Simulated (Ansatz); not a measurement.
## WSe2, one cell by several methods

```
CELL_PARAMETERS angstrom
3.29000 0.01645 0.01645
-1.63075 2.84100 0.00602
0.06485 0.06485 12.97000
ATOMIC_POSITIONS crystal
W 0.33333 0.66667 0.25000
W 0.66667 0.33333 0.75000
Se 0.33333 0.66667 0.62100
Se 0.66667 0.33333 0.12100
Se 0.33333 0.66667 0.87900
Se 0.66667 0.33333 0.37900
```

Atoms are numbered in the order listed.

The cell is COD entry 9009146, as deposited and not checked against the literature; nothing was relaxed. The listed cell was then made from it by scaling, straining or moving an atom.

Spin–orbit coupling is left out, though it moves levels of the heavy atoms by tenths of an eV or more.

Levels of theory: DFT, PBEsol, PAW with Ansatz's default frozen-core files, scalar-relativistic (Ansatz 0.2.0); DFT, PBEsol, all-electron LAPW, scalar-relativistic (Ansatz 0.2.0).

For PAW: a Γ-centred 11×11×3 k mesh, Fermi–Dirac smearing of 0.08 eV, cutoff 420 eV, no spin polarisation; the PAW files were made with PBE, and the program remakes their frozen cores for this functional. LAPW targets a basis error of 0.5 meV/atom. The Ansatz runs share mesh, smearing and spin set-up. Plane-wave (PAW) pressures include the program's estimate of the Pulay term.

Stress and pressure are positive in compression.

The change that made this cell: equal xy, yz and zx engineering shear strains of +1 %.

```
              quantity     PAW    LAPW
        pressure (GPa)   -1.20   -1.15
       stress xx (GPa)   -1.56   -1.52
       stress zz (GPa)   -0.48   -0.44
       stress yz (GPa)   -1.31   -1.31
       stress xz (GPa)   -1.31   -1.31
       stress xy (GPa)   -0.84   -0.84
 force on W1, x (eV/Å)  -0.063  -0.063
force on Se3, y (eV/Å)   0.135   0.135
force on Se4, x (eV/Å)   0.166   0.166
         band gap (eV)   0.913   0.914
```

PAW's pressure differs from the LAPW value by -0.04 GPa.
